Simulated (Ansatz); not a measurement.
**Nickel, hcp under RPBE: from relaxation to bulk modulus, part 1 of 2**

Aim: take nickel in the hcp structure, relax it, solve it on a dense k-mesh, then scale the cell to 7 volumes from 88 to 112 % of the relaxed one and try a fit of the equation of state. Spin polarisation is left out, though the real metal is magnetic, so this state lies above the ground state. The k-meshes are 14×14×8 for the relaxation; 24×24×13 for the dense run; 16×16×9 for the volumes.

This is Ni in the hcp structure; at room conditions it is fcc.

Computed with Ansatz 0.2.0 (DFT RPBE, plane waves (420 eV) with PAW, scalar-relativistic; the PAW data stem from PBE, with regenerated cores, unless a step says otherwise).

## (1) Starting point

It takes space group P6_3/mmc (No. 194, hexagonal). Conventional cell: a = 2.492 Å, b = 2.492 Å, c = 4.069 Å, α = 90.00°, β = 90.00°, γ = 120.00°. Around Ni (site symmetry -6m2) lie 12 Ni at 2.49 Å.

Coordinates:

```
CELL_PARAMETERS angstrom
2.49176 0.00000 0.00000
-1.24588 2.15792 0.00000
0.00000 0.00000 4.06904
ATOMIC_POSITIONS crystal
Ni 0.33333 0.66667 0.25000
Ni 0.66667 0.33333 0.75000
```

## (2) Relaxing cell and atoms

Input file input.yaml:

```yaml
crystal:
  lattice:
    - [2.491755966, 0.0, 0.0]
    - [-1.245877983, 2.1579239666, 0.0]
    - [0.0, 0.0, 4.0690374925]
  atoms:
    - { symbol: Ni, position: [0.3333333333, 0.6666666667, 0.25] }
    - { symbol: Ni, position: [0.6666666667, 0.3333333333, 0.75] }
hamiltonian:
  xc: rpbe
  pseudopotentials:
    kind: paw
    azcp:
      Ni: "pseudopotentials/Ni.paw.azcp"
basis:
  ecutwfc: 420
  fft_grid_basis: typed
kpoints:
  mp_grid: { grid: [14, 14, 8], shift: [0, 0, 0] }
magnetization:
  spin_polarized: false
scf:
  occupations: { method: fermi_dirac, width: 0.1 }
relax:
  max_steps: 60
  f_tol: 0.01
  cell: {}
```

Output (excerpt; [...] marks lines left out):

```text
Warning: RAYON_NUM_THREADS=2 ignored (pool sized by the plan → 2); use --threads N
[...]
Pseudopotentials: kind: paw
Pseudopotential: Ni, paw, valence charge 18, recommended cutoff 420 eV (normal), <dir>
Functional definition: RPBE
[...]
Crystal: 2 atoms, lattice volume = 21.879 Å³
Basis set: ecut = 420 eV, 403 PW (Γ), exchange–correlation on 36×36×60 points (8 copies of the dense FFT grid, shifted against one another)
Bands: 22, of which v1, the nominal top of the filled ones, is band 18 counted from 1 (17 counted from 0)
Symmetry: 24 space group operations
Space group: P63/mmc (ITA 194), of the structure as read, at distance tolerance 2.8e-5 Å
k-points: 120 of 1568
[...]
SCF iter   1: F=—  HF=-11689.399742 eV  |F-HF|=—  |Δ(HF+E_count)|=         —  Δρ=9.31e-3  dr2=7.81e-3  ethr=1.77e-3  ⟨swp⟩=4.5  Hψ=9622  notcnv=0
[...]
relax step   1: F+E_penalty+E_count = -11689.39902110 eV  Δ(F+E_penalty+E_count) = +0.000e0 eV  max|allowed force component| = 1.850e-17 eV/Å  Δτ_max = 0.0000 Å  P = +4.678 GPa  Ω = 21.879 Å³  (6 SCF iters, dr2 threshold 1.00e-7 eV, accepted)
[...]
relax step   6: F+E_penalty+E_count = -11689.40717890 eV  Δ(F+E_penalty+E_count) = -4.068e-6 eV  max|allowed force component| = 9.252e-18 eV/Å  Δτ_max = 0.0000 Å  P = -0.000 GPa  Ω = 22.420 Å³  energy of the carried Pulay correction = +2.381e-6 eV  (7 SCF iters, dr2 threshold 9.79e-9 eV, accepted)
[...]
relax step   7: F+E_penalty+E_count = -11689.40717640 eV  Δ(F+E_penalty+E_count) = +2.502e-6 eV  max|allowed force component| = 9.252e-18 eV/Å  Δτ_max = 0.0000 Å  P = +0.000 GPa  Ω = 22.420 Å³  stress off target by 7.49e-4 GPa  SCF on the basis re-selected at this cell (its energy is not [...]
SCF converged after 7 iterations
Free energy (F): -11689.407176 eV
[...]
E sigma→0 (E₀):  -11689.310425 eV
Entropy (-TS):   -0.193503 eV (-96.751 meV/atom)
Fermi energy:    17.496121 eV
[...]
--- Forces (eV/Å), atoms counted from 1 ---
  atom   1  Ni     0.00000000     0.00000000     0.00000000
  atom   2  Ni     0.00000000    -0.00000000     0.00000000
[...]
--- Stress (GPa, compression-positive) ---
       -0.000327       0.000000       0.000000
        0.000000      -0.000327       0.000000
        0.000000       0.000000       0.000749
  P = ⅓ Tr σ = 0.0000 GPa (0.000 kbar)
--- Relaxed structure (5 steps of the walk, 5 accepted, 2 SCFs on fresh bases) ---
  F+E_penalty+E_count = -11689.40717640 eV   max|allowed force component| = 9.252e-18 eV/Å   (the final SCF, on the basis selected at the relaxed cell)
  cell:  # Å, volume = 22.4203 Å³
    - [2.506611329702255, 1.429838436425194e-35, 0.0]
    - [-1.2533056648511276, 2.170789088936044, 0.0]
    - [0.0, 0.0, 4.120374307399116]
  atoms:
    - { symbol: Ni, position: [0.3333333333333333, 0.6666666666666666, 0.25] }
    - { symbol: Ni, position: [0.6666666666666666, 0.3333333333333333, 0.75] }
```

It took 7.7 s on 2 threads of Arm Neoverse V2, shared host; peak memory 0.34 GiB.

The steps of the relaxation:

```tsv
step	energy change (meV/atom)	largest force (eV/Å)	pressure (GPa)	volume (Å³/atom)
1	0.00	0.0000	4.68	10.940
2	-2.92	0.0000	2.33	11.071
3	-3.96	0.0000	0.09	11.206
4	-3.96	0.0000	-0.01	11.213
5	-4.08	0.0000	-0.04	11.213
6	-4.08	0.0000	0.00	11.210
7	-4.08	0.0000	0.00	11.210
```

Steps that repeat a cell are solved on a basis chosen anew, so their changes of energy are no gain of the relaxation.

The cell of the run, before and after:

|  | before | after | change |
| --- | --- | --- | --- |
| a (Å) | 2.492 | 2.507 | +0.6 % |
| b (Å) | 2.492 | 2.507 | +0.6 % |
| c (Å) | 4.069 | 4.120 | +1.3 % |
| volume (Å³/atom) | 10.940 | 11.210 | +2.5 % |
| shortest distance (Å) | 2.492 | 2.507 | +0.6 % |
| space group (spins left aside) | P6_3/mmc | P6_3/mmc | same |

## (3) Dense single point

Input file input.yaml:

```yaml
crystal:
  lattice:
    - [2.5066113297, 0.0, 0.0]
    - [-1.2533056649, 2.1707890889, 0.0]
    - [0.0, 0.0, 4.1203743074]
  atoms:
    - { symbol: Ni, position: [0.3333333333, 0.6666666667, 0.25] }
    - { symbol: Ni, position: [0.6666666667, 0.3333333333, 0.75] }
hamiltonian:
  xc: rpbe
  pseudopotentials:
    kind: paw
    azcp:
      Ni: "pseudopotentials/Ni.paw.azcp"
basis:
  ecutwfc: 420
  fft_grid_basis: typed
kpoints:
  mp_grid: { grid: [24, 24, 13], shift: [0, 0, 0] }
magnetization:
  spin_polarized: false
scf:
  occupations: { method: fermi_dirac, width: 0.1 }
```

Output (excerpt; [...] marks lines left out):

```text
Warning: RAYON_NUM_THREADS=2 ignored (pool sized by the plan → 2); use --threads N
[...]
Pseudopotentials: kind: paw
Pseudopotential: Ni, paw, valence charge 18, recommended cutoff 420 eV (normal), <dir>
Functional definition: RPBE
[...]
Crystal: 2 atoms, lattice volume = 22.420 Å³
Basis set: ecut = 420 eV, 427 PW (Γ)
Bands: 22, of which v1, the nominal top of the filled ones, is band 18 counted from 1 (17 counted from 0)
Symmetry: 24 space group operations
Space group: P63/mmc (ITA 194), of the structure as read, at distance tolerance 2.8e-5 Å
k-points: 427 of 7488
[...]
SCF iter   1: F=—  HF=-11689.407395 eV  |F-HF|=—  |Δ(HF+E_count)|=         —  Δρ=9.08e-3  dr2=7.44e-3  ethr=1.77e-3  ⟨swp⟩=4.5  Hψ=34241  notcnv=0
[...]
SCF iter   6: F=-11689.406691 eV  HF=-11689.406691 eV  |F-HF|=2.84e-9  |Δ(HF+E_count)|=   1.00e-7  Δρ=5.31e-6  dr2=2.22e-9  ethr=2.78e-10  ⟨swp⟩=2.4  Hψ=19725  notcnv=0
[...]
SCF converged after 6 iterations
Free energy (F): -11689.406691 eV
[...]
E sigma→0 (E₀):  -11689.309721 eV
Entropy (-TS):   -0.193940 eV (-96.970 meV/atom)
Fermi energy:    17.495456 eV
[...]
```

Run time: 3.1 s. Hardware: 2 threads of Arm Neoverse V2, shared host; peak memory 0.42 GiB.

## (4) Equation of state: 88 %

Input file input.yaml:

```yaml
crystal:
  lattice:
    - [2.4020454598, 0.0, 0.0]
    - [-1.2010227299, 2.0802323892, 0.0]
    - [0.0, 0.0, 3.948488655]
  atoms:
    - { symbol: Ni, position: [0.3333333333, 0.6666666667, 0.25] }
    - { symbol: Ni, position: [0.6666666667, 0.3333333333, 0.75] }
hamiltonian:
  xc: rpbe
  pseudopotentials:
    kind: paw
    azcp:
      Ni: "pseudopotentials/Ni.paw.azcp"
basis:
  ecutwfc: 420
  fft_grid_basis: typed
kpoints:
  mp_grid: { grid: [16, 16, 9], shift: [0, 0, 0] }
magnetization:
  spin_polarized: false
scf:
  occupations: { method: fermi_dirac, width: 0.1 }
  lower_state_search: "off"
output:
  stress: true
  write_density: true
  write_potential: true
  elf: true
  volumetric_format: npy
```

Output (excerpt; [...] marks lines left out):

```text
Warning: RAYON_NUM_THREADS=2 ignored (pool sized by the plan → 2); use --threads N
[...]
Pseudopotentials: kind: paw
Pseudopotential: Ni, paw, valence charge 18, recommended cutoff 420 eV (normal), <dir>
Functional definition: RPBE
[...]
Crystal: 2 atoms, lattice volume = 19.730 Å³
Basis set: ecut = 420 eV, 379 PW (Γ)
Bands: 22, of which v1, the nominal top of the filled ones, is band 18 counted from 1 (17 counted from 0)
Symmetry: 24 space group operations
Space group: P63/mmc (ITA 194), of the structure as read, at distance tolerance 2.7e-5 Å
k-points: 150 of 2304
[...]
SCF iter   1: F=—  HF=-11689.173567 eV  |F-HF|=—  |Δ(HF+E_count)|=         —  Δρ=1.01e-2  dr2=7.76e-3  ethr=1.77e-3  ⟨swp⟩=4.7  Hψ=12202  notcnv=0
[...]
SCF iter   6: F=-11689.172894 eV  HF=-11689.172894 eV  |F-HF|=5.13e-10  |Δ(HF+E_count)|=   6.51e-8  Δρ=4.10e-6  dr2=8.02e-10  ethr=2.78e-10  ⟨swp⟩=9.1  Hψ=23612  notcnv=0
[...]
SCF converged after 6 iterations
Free energy (F): -11689.172894 eV
[...]
E sigma→0 (E₀):  -11689.083726 eV
Entropy (-TS):   -0.178336 eV (-89.168 meV/atom)
Fermi energy:    20.531489 eV
[...]
--- Stress (GPa, compression-positive) ---
       31.469792       0.000000      -0.000000
        0.000000      31.469792       0.000000
       -0.000000       0.000000      31.545567
  P = ⅓ Tr σ = 31.4951 GPa (314.951 kbar)
--- Band table (eV; the first three rows and the last of 150) ---
  k-point 0: bands = ["-82.8690", "-82.8180", "-43.2995", "-43.0603", "-43.0603", "-43.0173", "-43.0173", "-42.9881", "10.8287", "15.4277", "18.3239", "18.4184", "18.4184", "18.7421", "18.7421", "19.2312", "19.2312", "19.9838", "20.3431", "20.3431", "27.1579", "43.8206"]
[...]
```

Wall time 1.9 s (2 threads of Arm Neoverse V2, shared host); peak memory 0.33 GiB.

Density in a lattice plane of the grid's cell (edges 2.40 and 3.95 Å, at 0.333 of the third edge), which holds Ni.

Ten even steps from ' ' (0.28 e/Å³) to '@' (51.42 e/Å³):
```
                            
                            
              ....::::..    
              ::==##**--..  
            ..--**@@@@++::  
              ::==##**--..  
              ....::::..    
                            
                            
                            
                            
                            
                            
                            
                            
                            
                            
                            
                            
                            
```
Columns run along the first of these edges and rows up along the second, over one cell in 14 and 20 even steps from the bottom left corner. Atoms in the plane (fractional): Ni at (0.67, 0.75).

ELF in the same plane.

Ten even steps from '0' (0.17) to '9' (0.69):
```
01211000000000
00110001122110
00110012444321
00100024688631
00100125899742
00100024688631
00110012444321
00110001122110
01211000000000
11111110000001
00000111111111
00000011222210
00000001222100
00110000122100
01111000122100
00110000122100
00000001222100
00000011222210
00000111111111
11111110000001
```
Columns run along the first of these edges and rows up along the second, over one cell in 14 and 20 even steps from the bottom left corner. Atoms in the plane (fractional): Ni at (0.67, 0.75).

Both are smooth fields of the valence electrons: close to the nuclei they are not physical.

## (5) Equation of state: 92 %

Edit input.yaml of step 4 so:

```diff
@@ -2,5 +2,5 @@
   lattice:
-    - [2.4020454598, 0.0, 0.0]
-    - [-1.2010227299, 2.0802323892, 0.0]
-    - [0.0, 0.0, 3.948488655]
+    - [2.4379021709, 0.0, 0.0]
+    - [-1.2189510855, 2.111285212, 0.0]
+    - [0.0, 0.0, 4.0074300112]
   atoms:
```

Output (excerpt; [...] marks lines left out):

```text
Warning: RAYON_NUM_THREADS=2 ignored (pool sized by the plan → 2); use --threads N
[...]
Pseudopotentials: kind: paw
Pseudopotential: Ni, paw, valence charge 18, recommended cutoff 420 eV (normal), <dir>
Functional definition: RPBE
[...]
Crystal: 2 atoms, lattice volume = 20.627 Å³
Basis set: ecut = 420 eV, 391 PW (Γ)
Bands: 22, of which v1, the nominal top of the filled ones, is band 18 counted from 1 (17 counted from 0)
Symmetry: 24 space group operations
Space group: P63/mmc (ITA 194), of the structure as read, at distance tolerance 2.7e-5 Å
k-points: 150 of 2304
[...]
SCF iter   1: F=—  HF=-11689.311924 eV  |F-HF|=—  |Δ(HF+E_count)|=         —  Δρ=9.77e-3  dr2=7.96e-3  ethr=1.77e-3  ⟨swp⟩=4.6  Hψ=12095  notcnv=0
[...]
SCF iter   6: F=-11689.311195 eV  HF=-11689.311195 eV  |F-HF|=3.38e-10  |Δ(HF+E_count)|=   1.00e-7  Δρ=4.09e-6  dr2=9.63e-10  ethr=2.78e-10  ⟨swp⟩=8.7  Hψ=22775  notcnv=0
[...]
SCF converged after 6 iterations
Free energy (F): -11689.311195 eV
[...]
E sigma→0 (E₀):  -11689.219157 eV
Entropy (-TS):   -0.184075 eV (-92.038 meV/atom)
Fermi energy:    19.430804 eV
[...]
--- Stress (GPa, compression-positive) ---
       18.428870       0.000000      -0.000000
       -0.000000      18.428870      -0.000000
       -0.000000      -0.000000      18.459871
  P = ⅓ Tr σ = 18.4392 GPa (184.392 kbar)
--- Band table (eV; the first three rows and the last of 150) ---
  k-point 0: bands = ["-83.8743", "-83.8325", "-44.2855", "-44.0849", "-44.0849", "-44.0479", "-44.0479", "-44.0205", "10.0570", "14.6024", "17.3612", "17.4513", "17.4513", "17.7527", "17.7527", "18.2102", "18.2102", "18.9725", "19.2508", "19.2508", "25.7202", "42.3579"]
[...]
```

It took 1.9 s on 2 threads of Arm Neoverse V2, shared host; peak memory 0.33 GiB.

(Continued in part 2 of 2.)
